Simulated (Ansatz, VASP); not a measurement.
**Two plane-wave programs on Na**

INCAR

```
SYSTEM = Na
ALGO = Normal
EDIFF = 1E-7
ENCUT = 520
GGA = PE
ISIF = 2
ISMEAR = -1
LASPH = .True.
LCHARG = .False.
LREAL = .False.
LWAVE = .False.
NBANDS = 10
NELM = 100
PREC = Accurate
SIGMA = 0.1
```

KPOINTS

```
k-points
0
Gamma
  15 15 15
  0 0 0
```

POSCAR

```
Na
1.0
   -2.0985562613      2.0985562613      2.0985562613
    2.0985562613     -2.0985562613      2.0985562613
    2.0985562613      2.0985562613     -2.0985562613
Na
1
Direct
    0.0000000000      0.0000000000      0.0000000000
```

Input for Ansatz:

```yaml
crystal:
  lattice:
    - [-2.0985562613, 2.0985562613, 2.0985562613]
    - [2.0985562613, -2.0985562613, 2.0985562613]
    - [2.0985562613, 2.0985562613, -2.0985562613]
  atoms:
    - { symbol: Na, position: [0.0, 0.0, 0.0] }
hamiltonian:
  xc: pbe
  pseudopotentials:
    kind: paw
    azcp:
      Na: "pseudopotentials/Na.paw.azcp"
basis:
  ecutwfc: 420
  fft_grid_basis: typed
kpoints:
  mp_grid: { grid: [15, 15, 15], shift: [0, 0, 0] }
magnetization:
  spin_polarized: false
scf:
  occupations: { method: fermi_dirac, width: 0.1 }
  lower_state_search: "off"
output:
  stress: true
```

Alike in both runs: task single point; functional PBE; k mesh 15 × 15 × 15; occupations fermi-dirac, width 0.1 eV; no spin polarisation.

```csv
,VASP,Ansatz
version,VASP 6.6.1,Ansatz 0.2.0
potentials or method,"VASP PAW PBE potentials, release 64 (Na_pv)","plane waves (420 eV) with PAW, scalar-relativistic"
plane-wave cutoff (eV),520,420
valence electrons in the cell,7,9
```

```tsv
	VASP	Ansatz	Ansatz less VASP
pressure (GPa)	0.0	0.0	0.00
```

The two sets of potentials don't hold the same shells in valence.
